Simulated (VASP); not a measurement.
Ge under changes of volume

One of the cells (23.290 Å³/atom); the others are scaled copies at fixed shape and fractional positions:

```
CELL_PARAMETERS angstrom
4.02406 0.00000 0.00000
-2.01203 3.48494 0.00000
0.00000 0.00000 6.64308
ATOMIC_POSITIONS crystal
Ge 0.33333 0.66667 0.93710
Ge 0.66667 0.33333 0.43710
Ge 0.33333 0.66667 0.56290
Ge 0.66667 0.33333 0.06290
```

This isn't the form of Ge at room conditions, which is diamond.

| Item | Value |
| --- | --- |
| Program | VASP 6.6.1 |
| Functional | PBEsol |
| Potentials or basis | VASP PAW PBE potentials, release 64 (Ge_d) |
| Cutoff | 520 eV |
| k mesh | 8 × 8 × 4 |
| Occupations | fermi-dirac, width 0.05 eV |
| Spin | no spin polarisation |

```csv
volume (Å³/atom),energy over the lowest point (meV/atom),pressure (GPa),largest force (eV/Å)
21.463,16.81,4.7,0.024
21.920,5.98,2.9,0.015
22.377,0.00,1.3,0.007
23.290,0.25,-1.3,0.000
23.747,5.67,-2.5,0.009
24.203,?,?,?
```

Question: What does the run at 24.203 Å³/atom give?

Answer: Energy over the lowest point 14.15 meV/atom; pressure -3.5 GPa; largest force 0.019 eV/Å.

Worked out: A Birch-Murnaghan fit of order 3 (a polynomial in V^(-2/3)) to the other rows has its minimum at 22.81 Å³/atom with B0 = V·E''(V) = 67 GPa and B' = 4.8 at fixed shape and positions, which overstates the stiffness. It gives 14.05 meV/atom at 24.203 Å³/atom, against the run's 14.15, and -dE/dV = -3.4 GPa, against -3.5.

Energies are extrapolated to zero smearing.

Caveats: the PAW data sets were made with another functional, which shifts forces and pressure a little.
